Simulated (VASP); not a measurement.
Wanted: the native input for a VASP 6.6.1 run.

- Task: Born charges and dielectric tensor
- Functional: LDA
- Potentials or basis: VASP PAW LDA potentials, release 64 (Si, C)
- Cutoff: 520 eV
- k mesh: 12 × 12 × 12
- Occupations: gaussian, width 0.02 eV
- Spin: no spin polarisation
- Further INCAR settings: ALGO = Fast; EDIFF = 1e-08; IBRION = 8; NSW = 1

The structure of SiC lies in POSCAR:

```
SiC                                     
1.0
    0.0000000000      2.1657835622      2.1657835622
    2.1657835622      0.0000000000      2.1657835622
    2.1657835622      2.1657835622      0.0000000000
  Si              C             
     1     1
Direct
     0.0000000000000000    0.0000000000000000    0.0000000000000000
     0.2500000000000000    0.2500000000000000    0.2500000000000000
```

These files were run (other wordings do the same):

INCAR

```
PREC     = Accurate       # precision mode
ENCUT    = 520            # plane-wave cutoff, eV
EDIFF    = 1E-8           # SCF threshold, eV
ISMEAR   = 0              # smearing method
SIGMA    = 0.02           # smearing width, eV
LREAL    = F              # projectors in reciprocal space
LASPH    = T              # aspherical terms in the spheres
NELM     = 80             # most SCF steps
ALGO     = Fast           # electronic algorithm
ISIF     = 2              # what is computed and relaxed
LWAVE    = F              # write WAVECAR
LCHARG   = F              # write CHGCAR
LEPSILON = T              # dielectric tensor by DFPT
IBRION   = 8              # ionic algorithm
NSW      = 1              # ionic steps
```

KPOINTS

```
Automatic mesh
0
Gamma
  12 12 12
```

Potentials or basis: VASP PAW LDA potentials, release 64 (Si, C).

Command:

```sh
$ cat potpaw_LDA.64/Si/POTCAR potpaw_LDA.64/C/POTCAR > POTCAR
$ mpirun -np 1 vasp_std > vasp.out
```

Results of the run:

The band gap on the k mesh is 1.29 eV, indirect (least direct gap 4.52 eV) and the electronic dielectric tensor (diagonal) is 6.95. The born charges (mean of the diagonal) is Si +2.71; C -2.71 e. The highest phonon frequency at Γ, LO-TO splitting left out is 796 cm⁻¹.

Wall time 4.3 min on 1 thread of AMD EPYC 7R13 Processor (Zen 3), on a shared host, peak memory 0.21 GiB.
